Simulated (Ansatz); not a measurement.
## Self-consistent states of MnS (F-43m)

Computed with Ansatz (plane waves, PAW): PBE+U, U_eff = 3.0 eV (Dudarev form) on Mn d, fully localised double counting, scalar-relativistic datasets, 420 eV, PAW set soft_2, 6×6×6 mesh, Gaussian smearing of 0.05 eV.

```yaml
crystal:
  lattice:
    - [0.00000, 2.80000, 2.80000]
    - [2.80000, 0.00000, 2.80000]
    - [2.80000, 2.80000, 0.00000]
  atoms:
    - { symbol: Mn, position: [0.00000, 0.00000, 0.00000] }
    - { symbol: S, position: [0.75000, 0.75000, 0.75000] }
```

The structure is that of a cell as deposited in COD, unrelaxed.

Cell and atoms stay fixed, and the cell was started in 7 ways, without spin–orbit coupling. The starts were built for 5 d electrons on Mn, a formal count that the converged states needn't keep. Starting moments of the plain starts: Mn1 5.00 μB (atoms counted from 1).

Energies count from the lowest free state found; constrained states (a lock kept on the moments, or spin off) can lie above or below free ones. A natural orbital (eigenvector of a shell's occupation matrix) is counted as filled above 0.75 (0.9 in a metal) and as partly filled from 0.35 up to that; ↑ and ↓ are the spin channels.

| state | reached from | ΔE (meV/atom) | gap (eV) | P (GPa) | cell spin moment (μB) | site spin moments (μB) | shell filling | Hubbard energy (eV/cell) | flags |
| --- | --- | --- | --- | --- | --- | --- | --- | --- | --- |
| 1 | from atoms, default search; typed shells with each spin channel wholly full or empty (5+0 electrons), held for 5 iterations; from atoms, symmetry kept, no search; 3 more | 0.0 | 1.03 | 4.5 | 5.00 | Mn 4.32; S 0.07 | Mn 5↑ 0↓, 5.26 e | 0.46 | – |
| 2 | random orbitals: single harmonics, lower spin (3+2 electrons) (draw 4) | 1235.6 | metal | 0.5 | 1.01 | Mn 0.86 | Mn 3↑ 2↓, 5.39 e | 0.73 | mesh too coarse for this metal |

The lowest free state (state 1) has 5 d electrons in filled orbitals, 5 of them unpaired, the high-spin filling, a gap of 1.03 eV and a whole-number cell moment of 5 μB, as a collinear insulator must have. Its natural occupations are Mn1 spin up: 0.99 0.99 0.99 1.00 1.00; Mn1 spin down: 0.03 0.03 0.08 0.08 0.08. Since all bands are wholly filled or empty, the fractional occupations (0.08) come from mixing of the shell with the neighbours' orbitals (covalency), not from partly filled bands.

State 2 lies 1235.6 meV/atom higher, or 2.47 eV per cell. It has no gap on the mesh (a metal); natural occupations Mn1 spin up: 0.06 0.14 0.98 0.98 0.99; Mn1 spin down: 0.04 0.11 0.11 0.98 0.99. On Mn1, N↑ − N↓ is 0.92 in size in state 2 against 4.67 in state 1: with fewer parallel spins, state 2 lacks part of the exchange energy behind Hund's first rule. With J = 0 the Hubbard energy is (U/2) Σ λ(1 − λ), a penalty on fractional natural occupations. The sums Σ λ(1 − λ) over the cell's shells are 0.31 for state 1 and 0.48 for state 2, which at U/2 = 1.50 eV give 0.46 and 0.73 eV per cell. Of the difference of 2.47 eV per cell, the Hubbard term gives 0.27 eV and all other terms 2.21 eV, so the Hubbard term itself makes little of it, though U shapes both states. The other terms are taken on each state's own density, so they aren't the result of a run without U.

With one Mn ion in the cell, Mn moments can't oppose each other.

In the lowest free state the fixed cell carries a pressure of 4.5 GPa (the cell is smaller than this level of theory would relax to); relaxing would change energies and could change the order of close states.

The lowest state found needn't be the ground state of this level of theory. For metallic states the mesh is coarse, so energy differences carry some meV/atom. U wasn't fitted or computed for this material, so the results show what this U gives and needn't match the real solid. Where a metal has almost no states within the smearing of the Fermi level on this mesh, its moment and stress follow whole counts of k-points and would move on a finer mesh. Gaps are Kohn–Sham gaps over the k-mesh alone and may be smaller between its points. Site moments are integrated in small spheres and here fall short of the shell's N↑ − N↓.
